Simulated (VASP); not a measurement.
Input of a VASP 6.6.1 run:

File INCAR:

```
PREC = Accurate ; ENCUT = 520
EDIFF = 1E-6 ; ISMEAR = 0
SIGMA = 0.05 ; LREAL = F
LASPH = T ; NELM = 80
ALGO = Fast ; ISIF = 2
LWAVE = F ; LCHARG = F
ISPIN = 2 ; MAGMOM = 1 -0.5 0 0 0 0
LORBIT = 11 ; LMAXMIX = 4
LDAU = T ; LDAUTYPE = 2
LDAUL = 2 -1 ; LDAUU = 2 0
LDAUJ = 0 0 ; LDAUPRINT = 1
GGA = PS ; NBANDS = 39
```

File KPOINTS:

```
Automatic mesh
0
Gamma
  3 5 4
```

File POSCAR:

```
MoS2
1.0
    6.2959850400      0.0000000000      0.0000000000
    0.0000000000      3.8595640600      0.0000000000
   -0.0030992400      0.0000000000      4.4393295900
Mo S
2 4
Direct
    0.0000000000      0.0000000000      0.0000000000
    0.5000000000      0.5000000000      0.0000000000
    0.6879000000      0.0000000000      0.2889000000
    0.1879000000      0.5000000000      0.2889000000
    0.3121000000      0.0000000000      0.7111000000
    0.8121000000      0.5000000000      0.7111000000
```

Potentials or basis: VASP PAW PBE potentials, release 64 (Mo_sv, S).

Run with:

```sh
$ cat potpaw_PBE.64/Mo_sv/POTCAR potpaw_PBE.64/S/POTCAR > POTCAR
$ mpirun -np 1 vasp_std > vasp.out
```

Task: Estimate the site moments.

Result: Mo +1.92, -1.92; S +0.01, -0.01 μB.

Task: What does it give for the net moment?

Result: 0.00 μB per cell.

Task: Estimate the pressure.

Result: -1.4 GPa.

Eigenvalues of the final occupation matrices:
```
    site  spin  trace               eigenvalues
site 1 d     1   2.84  0.35 0.44 0.63 0.64 0.79
site 1 d     2   0.95  0.07 0.11 0.11 0.31 0.36
site 2 d     1   0.95  0.07 0.11 0.11 0.31 0.36
site 2 d     2   2.84  0.35 0.44 0.63 0.64 0.79
```

Caveat: the PAW data sets were made with another functional, which shifts forces and pressure a little. The state reached can hang on the start; a lower one may exist.
